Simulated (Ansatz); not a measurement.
Results of r²SCAN0 in Ansatz (plane waves, PAW) for zinc-blende InN (metastable phase).

Numerical settings: plane-wave cutoff 520 eV, 10×10×10 k mesh, Fermi–Dirac smearing 0.01 eV, scalar-relativistic PAW data made under PBE.

Equation-of-state points:

```
V (Å³/atom)  E − E_lowest (meV/atom)
-----------  -----------------------
14.444                         22.88
14.824                          6.09
15.204                          0.00
15.575                          3.08
15.964                         14.66
```

**Question.** Estimate the bulk modulus and its pressure derivative from these points.

**Answer.** V0 = 15.254 Å³/atom, B0 = 155 GPa, B′ = 4.4 (fit to the energies at full precision).

Measured, for comparison: equilibrium volume per atom 15.72 Å³/atom (temperature not stated, not corrected to a static lattice, epilayer on 3C-SiC; as tabulated in Schörmann, As, Lischka, Schley, Goldhahn et al., Appl. Phys. Lett. 89, 261903 …). Computed (rounded) less measured: equilibrium volume per atom -3.0 %.

Spin–orbit coupling is not included.

The computed numbers hold no vibrational or temperature effects.

Ansatz is a first-principles code.
